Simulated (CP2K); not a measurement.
Runs of CP2K 2026.2 on Be2C. The structure is cubic, space group Fm-3m (No. 225). The conventional cell has a = 4.330 Å, b = 4.330 Å, c = 4.330 Å, α = 90.00°, β = 90.00°, γ = 90.00°. C (site symmetry m-3m) is surrounded by 8 Be at 1.87 Å. Be (site symmetry -43m) is surrounded by 4 C at 1.87 Å. 

```csv
task,level,potentials or basis,smearing,EPS_DEFAULT,NGRIDS,points a segment of the path (NPOINTS),bands added on the path,CUTOFF of the grids,gap on the mesh (eV),pressure (GPa)
band structure,PBEsol,"POTENTIAL_UZH C GTH-PBE-q4, Be GTH-PBE-q4; TZVP-MOLOPT-PBE-GTH basis",fermi-dirac 0.0259 eV,1.0E-9,4,10,2,850 Ry,3.16,2.4
band structure,r2SCAN,"POTENTIAL_UZH C GTH-SCAN-q4, Be GTH-SCAN-q4; TZVP-MOLOPT-SCAN-GTH basis",fermi-dirac 0.0259 eV,1.0E-9,4,6,6,1250 Ry,1.97,2.8
band structure,LDA,"GTH_POTENTIALS C GTH-PADE-q4, Be GTH-PADE-q4; TZVP-MOLOPT-PBE-GTH basis",fermi-dirac 0.0259 eV,1.0E-10,5,6,6,850 Ry,(a),-4.0
band structure,TB-mBJ,"POTENTIAL_UZH C GTH-PBE-q4, Be GTH-PBE-q4; TZVP-MOLOPT-PBE-GTH basis",fermi-dirac 0.01 eV,1.0E-9,4,10,4,1250 Ry,(b),-
```

Alike in all rows: no spin polarisation; cell as given; k mesh 11 × 11 × 11.

Fill in the values left out.

(a) 3.25; (b) 3.68.

Caveats: the basis of atomic orbitals isn't converged, which shifts pressures, moduli and gaps; the potentials were made for another functional, which shifts forces and pressure (some runs); this is a model potential without an energy functional, so only levels have meaning (some runs).

A k mesh can miss the band edges.
